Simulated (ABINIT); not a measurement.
Set up this calculation in ABINIT 10.8.3 (patched build), as the native input.

* Task: band structure
* Functional: SOGGA
* Potentials or basis: PseudoDojo NC SR PBEsol v0.4.1 standard
* Cutoff: 1116 eV
* k mesh: 13 × 13 × 13
* Occupations: fermi-dirac, width 0.05 eV
* Spin: no spin polarisation

The system is C.

```
CELL_PARAMETERS angstrom
0.00000 1.78337 1.78337
1.78337 0.00000 1.78337
1.78337 1.78337 0.00000
ATOMIC_POSITIONS crystal
C 0.75000 0.75000 0.75000
C 0.50000 0.50000 0.50000
```

This isn't the form of C at room conditions, which is graphite.

These files were run (other wordings do the same):

run.abi

```
# Datasets: ground state, then fixed potential
ndtset 2

# Pseudopotentials
pp_dirpath "./"
pseudos "C.upf"

# Structure
acell 2.5220660407 2.5220660407 2.5220660407 Angstrom
rprim
     0.0000000000     0.7071067812     0.7071067812
     0.7071067812     0.0000000000     0.7071067812
     0.7071067812     0.7071067812     0.0000000000
ntypat 1
znucl 6
natom 2
typat 1 1
xred
     0.7500000000     0.7500000000     0.7500000000
     0.5000000000     0.5000000000     0.5000000000

# Plane-wave basis
ecut 41.0

# Exchange and correlation
ixc -150130

# Bands and occupations
occopt 3
tsmear 0.05 eV

# SCF cycle
nstep 100

# Output
iomode 3
prtwf 0
prteig 0
prtebands 0
prtden1 1
prtvha1 1
prtvclmb1 1
prtpot1 1
prtelf1 1

# Dataset 1
kptopt1 1
ngkpt1 13 13 13
nshiftk1 1
shiftk1 0.0 0.0 0.0
nband1 8
tolvrs1 1.0e-10

# Dataset 2: bands along G-X-W-K-G-L-U-W-L-K
iscf2 -2
getden2 1
nband2 12
nbdbuf2 2
tolwfr2 1.0e-12
kptopt2 -9
ndivsm2 6
prteig2 1
kptbounds2
     0.0000000000     0.0000000000     0.0000000000
     0.5000000000     0.0000000000     0.5000000000
     0.5000000000     0.2500000000     0.7500000000
     0.3750000000     0.3750000000     0.7500000000
     0.0000000000     0.0000000000     0.0000000000
     0.5000000000     0.5000000000     0.5000000000
     0.6250000000     0.2500000000     0.6250000000
     0.5000000000     0.2500000000     0.7500000000
     0.5000000000     0.5000000000     0.5000000000
     0.3750000000     0.3750000000     0.7500000000
```

Potentials or basis: PseudoDojo NC SR PBEsol v0.4.1 standard.

Run with:

```console
$ abinit run.abi > log 2>&1
```

It gave:

```
Pressure                                          : -6.3 GPa
Band gap on the k mesh                            : 3.98 eV, indirect (least direct gap 5.53 eV)
Band gap along the path                           : 3.98 eV, indirect (least direct gap 5.53 eV)
All electrons inside the program's atomic spheres : C 4.65, 4.69 (radii [1.0584] Å)
```

Caveat: the potentials were made for another functional, which shifts forces and pressure.

It took 23 s on 1 thread of Arm Neoverse V2, on a shared host, peak memory 0.1 GiB.
